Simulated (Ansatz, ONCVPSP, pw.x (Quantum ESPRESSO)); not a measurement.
**Mo (Z = 42): does the ONCV potential hold in the solid?**

| Quantity | Value |
| --- | --- |
| Element | Mo (Z = 42) |
| Generator | ONCVPSP 4.0.1.1 (patched build) |
| Type | optimised norm-conserving Vanderbilt (ONCV) |
| Functional | PBE |
| Relativity | scalar-relativistic |
| Frozen core | [Ar] 3d10 |
| Valence charge | 14 |
| Reference configuration | 4s2 4p6 4d5 5s0.75 (charge +0.25) |
| Partial waves | 4s+5s: rc 1.95 bohr, ncon 4, nbas 9, qcut 5.5 1/bohr, 2 projectors; 4p: rc 1.60 bohr, ncon 5, nbas 9, qcut 7.9 1/bohr, 2 projectors, debl 2.9 Ha; 4d: rc 1.95 bohr, ncon 5, nbas 9, qcut 8.6 1/bohr, 2 projectors, debl 3.7 Ha; f scattering state at 0.27 Ha: rc 1.75 bohr, ncon 4, nbas 8, qcut 7.3 1/bohr, 2 projectors, debl 0.4 Ha |
| Local potential | polynomial inside 1.45 bohr (lpopt 5, dvloc0 -1 Ha) |
| Core correction | none |

Atomic tests: cutoffs needed: 24 Ha and 30 Ha (the cutoffs (Ha) at which the residual kinetic energy of the hardest occupied pseudo-wave falls to 1 and 0.1 mHa per electron); ghost test: no bound ghost flagged; no localised positive-energy state flagged; largest excitation error: -1.7 meV (all-electron minus pseudo) for 4s2 4p6 4d5 5s0, out of 4 test configurations.

Crystal test: fcc Mo in pw.x 7.5, no spin, 14³ k-points, Fermi–Dirac smearing 0.01 Ry, cutoffs 70/280 Ry. The reference is all-electron LAPW (Ansatz 0.2.0) with the same functional, mesh and smearing; V0 and B0 come from Birch–Murnaghan fits to the pressures at five volumes. Errors are pseudo minus all-electron; Δ is the rms difference of the E(V) curves that follow from these fits, minima aligned, over ±6 % about the mean V0. Mesh and smearing are coarse, so the numbers serve the comparison and aren't converged zero-temperature values; the lattice is a test structure that the element need not adopt.

| V (Å³/atom) | P all-electron (GPa) | P pseudo (GPa) |
| --- | --- | --- |
| 15.226 | 13.93 | 13.80 |
| 15.626 | 6.76 | 6.64 |
| 16.027 | 0.44 | 0.33 |
| 16.428 | -5.13 | -5.24 |
| 16.828 | -10.04 | -10.14 |

All-electron: a0 = 4.005 Å (V0 = 16.06 Å³/atom), B0 = 235.3 GPa.

Pseudopotential: mean pressure error (GPa): -0.11; a0 (Å): 4.004; a0 error (%): -0.02; B0 error (%): +0.1; Δ (meV/atom): 0.4.

**Question.** At the middle volume, how do free energy and pressure move when the wave cutoff is lowered (ecutrho kept at four times it)?

**Answer.**

| cutoff (Ry) | shift of F (meV/atom) | shift of P (GPa) |
| --- | --- | --- |
| 32 | +1822.1 | -42.08 |
| 42 | +485.0 | -21.24 |
| 56 | +26.8 | -2.77 |

The run at the middle volume (104 k-points, 9 iterations) took about 41 s on one core of a shared host (Neoverse-N1, 64 threads, 124 GiB, load 54).
